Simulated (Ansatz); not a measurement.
Runs of Ansatz 0.2.0 on Ti. Symmetry: P6/mmm, No. 191, hexagonal system. The conventional cell has a = 4.567 Å, b = 4.567 Å, c = 2.826 Å, α = 90.00°, β = 90.00°, γ = 120.00°. Ti (site symmetry -6m2) has 11 Ti at 2.64 to 2.99 Å as nearest neighbours. Ti (site symmetry 6/mmm) is surrounded by 14 Ti at 2.83 to 2.99 Å. This isn't the form of Ti at room conditions, which is hcp.

| task | level | cell | k mesh | cutoff (eV) | smearing | points for each segment of the path | broadening | gap on the mesh (eV) | pressure (GPa) | relaxed volume (Å³/atom) |
| --- | --- | --- | --- | --- | --- | --- | --- | --- | --- | --- |
| band structure | r2SCAN | as given | 7 × 7 × 9 | 500 | fermi-dirac 0.05 eV | 14 | - | none | -0.1 | - |
| relaxation of cell and atoms | BLYP+D4 | relaxed | 7 × 7 × 9 | 420 | fermi-dirac 0.05 eV | - | - | none | 0.0 | (b) |
| band structure | BLYP | as given | 7 × 7 × 9 | 420 | fermi-dirac 0.05 eV | 14 | - | none | (a) | - |
| phonons | LDA | as given | 5 × 5 × 7 | 420 | fermi-dirac 0.05 eV | - | - | none | - | - |
| relaxation of cell and atoms | PBEsol+D4 | relaxed | 7 × 7 × 9 | 420 | fermi-dirac 0.05 eV | - | - | none | 0.0 | 16.31 |
| optical spectrum | r2SCAN+rVV10 | as given | 7 × 7 × 9 | 500 | methfessel-paxton 0.1 eV | - | 0.05 eV | none | - | - |
| single point | LDA | as given | 7 × 7 × 9 | 420 | gaussian 0.05 eV | - | - | none | -8.0 | - |

Alike in all rows: potentials or basis Ansatz PAW; no spin polarisation.

Problem. Fill in the values left out.

Solution. (a) 3.4; (b) 16.97.

Caveats: the PAW data sets come from PBE, with cores solved anew for the run's functional, which leaves a small shift of forces and pressure; pairwise dispersion overbinds metals, which lowers pressure and volume (some runs); the potentials were made for another functional, which shifts forces and pressure (some runs); the plane-wave basis is chosen anew once the cell has moved, so the energies of steps on either side of that aren't comparable (some runs).

A k mesh can miss the band edges.

A gap of «none» marks a metal or a gap under the smearing width.

Not every run made on this cell is shown here.
